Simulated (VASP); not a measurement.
# Si in VASP: relaxation of the atoms with PBE

Aim: the relaxation of the atoms of Si with PBE.

Everything below comes from runs of VASP 6.6.1. Logs are shortened: lines on timing, memory, paths and dates and some standing lists are left out, and cuts for length are marked.

### 1 Starting point

The cell holds a slab with vacuum, 8 atoms: a = 7.734 Å, b = 3.867 Å, c = 18.701 Å, α = 90.00°, β = 90.00°, γ = 90.00°.

The cell was built by a generator and needn't be a form met in nature.

### 2 Relaxation of the atoms, PBE

Input file INCAR:

```
SYSTEM = Si
ALGO     = Fast           ! electronic algorithm
DIPOL    = 0.5 0.5 0.500
EDIFF    = 1E-7           ! SCF threshold, eV
EDIFFG   = -0.01          ! ionic threshold
ENCUT    = 520            ! plane-wave cutoff, eV
GGA      = PE             ! functional
IBRION   = 2              ! ionic algorithm
IDIPOL   = 3            
ISIF     = 2              ! what is computed and relaxed
ISMEAR   = 0              ! smearing method
ISYM     = 0            
KPAR     = 2            
LASPH    = .TRUE.         ! aspherical terms in the spheres
LCHARG   = .FALSE.        ! write CHGCAR
LDIPOL   = .TRUE.       
LREAL    = .FALSE.        ! projectors in reciprocal space
LWAVE    = .FALSE.        ! write WAVECAR
NELM     = 120            ! most SCF steps
NSW      = 90             ! ionic steps
PREC     = Accurate       ! precision mode
SIGMA    = 0.03           ! smearing width, eV
```

Input file KPOINTS:

```
k-points
0
G
  4 7 1
  0 0 0
```

Input file POSCAR:

```
Si
1.0
    7.7337965900      0.0000000000      0.0000000000
    0.0000000000      3.8668983000      0.0000000000
    0.0000000000      0.0000000000     18.7014650000
Si
8
Direct
   -0.0930978700      0.0000000000      0.4063852800
    0.5930978700      1.0000000000      0.3743022300
    0.5000000000      0.5000000000      0.4634479200
    0.0000000000      0.5000000000      0.4634479200
    0.2500000000      0.5000000000      0.5365520800
    0.7500000000      0.5000000000      0.5365520800
    0.8430978700      1.0000000000      0.6256977700
    0.1569021300      0.0000000000      0.5936147200
```

Potentials or basis: VASP PAW PBE potentials, release 64 (Si).

Started as:

```console
> cat potpaw_PBE.64/Si/POTCAR > POTCAR
> mpirun -np 2 vasp_std > vasp.out
```

OUTCAR:

```text
SYSTEM = Si
   EDIFF = 1E-7
   EDIFFG = -0.01
   ENCUT = 520
   GGA = PE
   IBRION = 2
   ISIF = 2
   ISMEAR = 0
   ISYM = 0
   LASPH = .TRUE.
   LREAL = .FALSE.
   NELM = 120
   NSW = 90
   PREC = Accurate

 ion  position               nearest neighbor table
   1  0.907  0.000  0.406-   4 2.32   4 2.32   2 2.50
   2  0.593  0.000  0.374-   1 2.50   3 2.65   3 2.65
   3  0.500  0.500  0.463-   5 2.37   6 2.37   2 2.65   2 2.65
   4  0.000  0.500  0.463-   1 2.32   1 2.32   6 2.37   5 2.37
   5  0.250  0.500  0.537-   8 2.32   8 2.32   3 2.37   4 2.37
   6  0.750  0.500  0.537-   3 2.37   4 2.37   7 2.65   7 2.65
   7  0.843  0.000  0.626-   8 2.50   6 2.65   6 2.65
   8  0.157  0.000  0.594-   5 2.32   5 2.32   7 2.50

IMPORTANT INFORMATION: All symmetrisations will be switched off!
NOSYMM: (Re-)initialisation of all symmetry stuff for point group C_1.

----------------------------------------------------------------------------------------

                                     Primitive cell

  volume of cell :     559.2824

  direct lattice vectors                    reciprocal lattice vectors
     7.733796590  0.000000000  0.000000000     0.129302599  0.000000000  0.000000000
     0.000000000  3.866898300  0.000000000     0.000000000  0.258605198  0.000000000
     0.000000000  0.000000000 18.701465000     0.000000000  0.000000000  0.053471747

  length of vectors
     7.733796590  3.866898300 18.701465000     0.129302599  0.258605198  0.053471747

  position of ions in fractional coordinates (direct lattice)
     0.906902130  0.000000000  0.406385280
     0.593097870  0.000000000  0.374302230
     0.500000000  0.500000000  0.463447920
     0.000000000  0.500000000  0.463447920
     0.250000000  0.500000000  0.536552080
     0.750000000  0.500000000  0.536552080
     0.843097870  0.000000000  0.625697770
     0.156902130  0.000000000  0.593614720

  ion indices of the primitive-cell ions
   primitive index   ion index
                 1           1
                 2           2
                 3           3
                 4           4
                 5           5
                 6           6
                 7           7
                 8           8

----------------------------------------------------------------------------------------

 KPOINTS: k-points

Automatic generation of k-mesh.
 Grid dimensions read from file:
 generate k-points for:    4    7    1

 Generating k-lattice:

  Cartesian coordinates                     Fractional coordinates (reciprocal lattice)
     0.032325650  0.000000000  0.000000000     0.250000000  0.000000000  0.000000000
     0.000000000  0.036943600  0.000000000     0.000000000  0.142857143  0.000000000
     0.000000000  0.000000000  0.053471747     0.000000000  0.000000000  1.000000000

  Length of vectors
     0.032325650  0.036943600  0.053471747

  Shift w.r.t. Gamma in fractional coordinates (k-lattice)
     0.000000000  0.000000000  0.000000000

 Subroutine IBZKPT returns following result:
 ===========================================

 Found     15 irreducible k-points:

 Following reciprocal coordinates:
            Coordinates               Weight
  0.000000  0.000000  0.000000      1.000000
  0.250000  0.000000  0.000000      2.000000
  0.500000  0.000000  0.000000      1.000000
  0.000000  0.142857  0.000000      2.000000
  0.250000  0.142857  0.000000      2.000000
 -0.250000  0.142857  0.000000      2.000000
  0.500000  0.142857  0.000000      2.000000
  0.000000  0.285714  0.000000      2.000000
  0.250000  0.285714  0.000000      2.000000
 -0.250000  0.285714  0.000000      2.000000
  0.500000  0.285714  0.000000      2.000000
  0.000000  0.428571  0.000000      2.000000
  0.250000  0.428571  0.000000      2.000000
 -0.250000  0.428571  0.000000      2.000000
  0.500000  0.428571  0.000000      2.000000
   k-points           NKPTS =     15   k-points in BZ     NKDIM =     15   number of bands    NBANDS=     21
   number of dos      NEDOS =    301   number of ions     NIONS =      8
   total plane-waves  NPLWV = 252000
   dimension x,y,z NGX =    60 NGY =   30 NGZ =  140
   dimension x,y,z NGXF=   120 NGYF=   60 NGZF=  280
   ions per type =               8
   NGX,Y,Z   is equivalent  to a cutoff of  12.90, 12.90, 12.45 a.u.
   NGXF,Y,Z  is equivalent  to a cutoff of  25.80, 25.80, 24.89 a.u.
 SYSTEM =  Si
   PREC   = accura    normal or accurate (medium, high low for compatibility)
   ISTART =      0    job   : 0-new  1-cont  2-samecut
   ICHARG =      2    charge: 1-file 2-atom 10-const
   ISPIN  =      1    spin polarized calculation?
   LNONCOLLINEAR =      F non collinear calculations
   LSORBIT =      F    spin-orbit coupling
   LASPH  =      T    aspherical Exc in radial PAW
   ENCUT  =  520.0 eV  38.22 Ry    6.18 a.u.  14.38  7.19 34.77*2*pi/ulx,y,z
   NELM   =    120;   NELMIN=  2; NELMDL= -5     # of ELM steps
   EDIFF  = 0.1E-06   stopping-criterion for ELM
   LREAL  =      F    real-space projection
   EDIFFG = -.1E-01   stopping-criterion for IOM
   NSW    =     90    number of steps for IOM
   IBRION =      2    ionic relax: 0-MD 1-quasi-New 2-CG
   NFREE  =      1    steps in history (QN), initial steepest desc. (CG)
   ISIF   =      2    stress and relaxation
   ISYM   =      0    0-nonsym 1-usesym 2-fastsym
   POTIM  = 0.5000    time-step for ionic-motion
   TEBEG  =    0.0;   TEEND  =   0.0 temperature during run
   PSTRESS=    0.0 pullay stress
   NELECT =      32.0000    total number of electrons
   NUPDOWN=      -1.0000    fix difference up-down
   EMIN   =  10.00;   EMAX   =-10.00  energy-range for DOS
   EFERMI =   0.00;   METHOD = LEGACY
   ISMEAR =     0;   SIGMA  =   0.03  broadening in eV -4-tet -1-fermi 0-gaus
   EFERMI_NEDOS =   21; number of points for ismear=-14 and -15
   IALGO  =     68    algorithm
   IMIX   =      4    mixing-type and parameters
     AMIX     =   0.40;   BMIX     =  1.00
     AMIX_MAG =   1.60;   BMIX_MAG =  1.00
  volume/ion in A,a.u.               =      69.91       471.78
  Fermi-wavevector in a.u.,A,eV,Ry     =   0.630833  1.192102  5.414443  0.397950
  Thomas-Fermi vector in A             =   1.693601
   LORBIT       =      0    0 simple, 1 ext, 2 COOP (PROOUT), +10 PAW based schemes
   GGA     = PE    functional components
   LHFCALC =     F    Hartree Fock is set to
   AEXX    =    0.0000 exact exchange contribution
   IVDW    =     0    specifies the selected vdW correction
   LEPSILON=     F    determine dielectric tensor
   LRPA    =     F    only Hartree local field effects (RPA)
 conjugate gradient relaxation of ions
 non-spin polarized calculation
 RMM-DIIS sequential band-by-band and
 Gauss-broadening in eV      SIGMA  =   0.03
  energy-cutoff  :      520.00
  volume of cell :      559.28
 maximum number of plane-waves:     15104
 NGX is ok and might be reduce to    60
   NGX = 29   NGY = 15   NGZ = 69

--------------------------------------- Ionic step        1  -------------------------------------------

 number of electron      31.9999998 magnetization

 Free energy of the ion-electron system (eV)
  ---------------------------------------------------
  ext. energy  EPLUGINS =         0.00000000
  ---------------------------------------------------
  free energy    TOTEN  =       -37.50417225 eV

  energy without entropy =      -37.50356265  energy(sigma->0) =      -37.50386745

------------------------ aborting loop because EDIFF is reached ----------------------------------------

  FORCE on cell =-STRESS in cart. coord.  units (eV):
  Direction    XX          YY          ZZ          XY          YZ          ZX
  --------------------------------------------------------------------------------------
  -------------------------------------------------------------------------------------
  Total       -6.0775987     -4.5971773     -4.3360646      0.0000018      0.0000002      0.3257190
  in kB      -17.4105095    -13.1695432    -12.4215330      0.0000053      0.0000006      0.9330878
  external PRESSURE =     -14.3338619 kB  Pullay stress =       0.0000000 kB
[... 107 lines left out ...]
  FREE ENERGIE OF THE ION-ELECTRON SYSTEM (eV)
  ---------------------------------------------------
  free  energy   TOTEN  =       -38.2755783487 eV

  energy  without entropy=      -38.2755783487  energy(sigma->0) =      -38.27557835

 dipolmoment           0.000000      0.000000     -0.000459 electrons x Angstroem

 vacuum level on the upper side and lower side of the slab       (xc-potential included)         0.053        -0.076

[... ionic steps 4 to 22 ...]

--------------------------------------- Ionic step       23  -------------------------------------------

 number of electron      31.9999998 magnetization

------------------------ aborting loop because EDIFF is reached ----------------------------------------
[... 79 lines left out ...]
--------------------------------------- Ionic step       25  -------------------------------------------

 number of electron      31.9999998 magnetization

 dipolmoment           0.000000      0.000000      0.022350 electrons x Angstroem

 Free energy of the ion-electron system (eV)
  ---------------------------------------------------
  ext. energy  EPLUGINS =         0.00000000
  ---------------------------------------------------
  free energy    TOTEN  =       -38.89727928 eV

  energy without entropy =      -38.89727927  energy(sigma->0) =      -38.89727927

 E-fermi :  -1.6858     XC(G=0):  -3.5317

 val. band max:       -1.7975083664   @ k =   0.5000   0.1429   0.0000
 cond. band min:      -1.5769388845   @ k =   0.5000   0.0000   0.0000
 fundamental gap:      0.2205694819
 Fermi energy:        -1.6858458621

 k-point     1 :       0.0000    0.0000    0.0000
  band No.  band energies     occupation
      1     -13.5453      2.00000
      2     -11.7533      2.00000
      3     -10.9298      2.00000
      4     -10.7997      2.00000
      5      -8.3007      2.00000
      6      -6.6530      2.00000
[... 349 lines left out ...]
     20       0.3249      0.00000
     21       1.1332      0.00000

------------------------ aborting loop because EDIFF is reached ----------------------------------------

 vacuum level on the upper side and lower side of the slab       (xc-potential included)        -0.013        -0.148

  FORCE on cell =-STRESS in cart. coord.  units (eV):
  Direction    XX          YY          ZZ          XY          YZ          ZX
  --------------------------------------------------------------------------------------
  -------------------------------------------------------------------------------------
  Total       -3.7052040      0.2897520     -0.0393947      0.0000000      0.0000000     -0.0021286
  in kB      -10.6143054      0.8300531     -0.1128541      0.0000000      0.0000000     -0.0060978
  external PRESSURE =      -3.2990355 kB  Pullay stress =       0.0000000 kB
[... 23 lines left out ...]
  FREE ENERGIE OF THE ION-ELECTRON SYSTEM (eV)
  ---------------------------------------------------
  free  energy   TOTEN  =       -38.8972792755 eV

  energy  without entropy=      -38.8972792732  energy(sigma->0) =      -38.89727927

 reached required accuracy - stopping structural energy minimisation

 vacuum level on the upper side and lower side of the slab         3.095         2.957
```

It took 24 min on 2 MPI ranks of Intel Xeon Platinum 8488C (Sapphire Rapids), shared host; peak memory 0.63 GiB.

What came out:

- Free energy: -38.8973 eV
- Energy gained by relaxing: 174.1 meV/atom
- Ionic steps: 25
- Largest force after relaxing: 0.009 eV/Å
- Band gap on the k mesh: 0.22 eV, indirect (least direct gap 0.46 eV)

Forces in eV/Å, atoms in the order of the input:
```
Si   0.004  0.000  0.005
Si   0.002  0.000  0.001
Si   0.001  0.000  0.000
Si  -0.008  0.000  0.005
Si   0.002  0.000 -0.005
Si  -0.004  0.000 -0.003
Si   0.001  0.000  0.001
Si   0.001  0.000 -0.004
```

Step by step:
```
step  energy change (eV)  largest force (eV/Å)  pressure (GPa)
   1              0.0000                1.5237           -1.43
   2             -0.4041                1.0834           -1.46
   3             -0.7714                1.4048           -1.17
   4             -0.7768                1.1849           -1.25
   5             -0.9561                1.0487           -0.95
   6             -0.9895                1.1088           -0.72
   7             -1.1462                0.6819           -0.46
   8             -1.1916                0.6121           -0.21
   9             -1.2797                0.4265           -0.16
  10             -1.3252                0.5117           -0.07
  11             -1.3502                0.6941           -0.12
  12             -1.3580                0.3102           -0.11
  13             -1.3784                0.1995           -0.17
  14             -1.3798                0.2625           -0.19
  15             -1.3896                0.1459           -0.24
  16             -1.3897                0.1670           -0.25
  17             -1.3909                0.1932           -0.31
  18             -1.3922                0.0859           -0.29
  19             -1.3927                0.0373           -0.31
  20             -1.3927                0.0339           -0.31
  21             -1.3929                0.0178           -0.32
  22             -1.3929                0.0301           -0.32
  23             -1.3930                0.0165           -0.33
  24             -1.3931                0.0197           -0.33
  25             -1.3931                0.0095           -0.33
```

Final structure:
```xyz
8
Lattice="7.7338 0.0000 0.0000 0.0000 3.8669 0.0000 0.0000 0.0000 18.7015" Properties=species:S:1:pos:R:3 pbc="T T T"
Si    6.6639    0.0000    7.7300
Si    4.3735    3.8669    7.4525
Si    4.2053    1.9334    8.8580
Si    0.0048    1.9334    8.3829
Si    1.9738    1.9334    9.7788
Si    6.1593    1.9334   10.2811
Si    6.6035    3.8669   11.6502
Si    0.9511    3.8669   10.6724
```

Expect the measured gap to be larger: semilocal functionals such as PBE lack the derivative discontinuity.
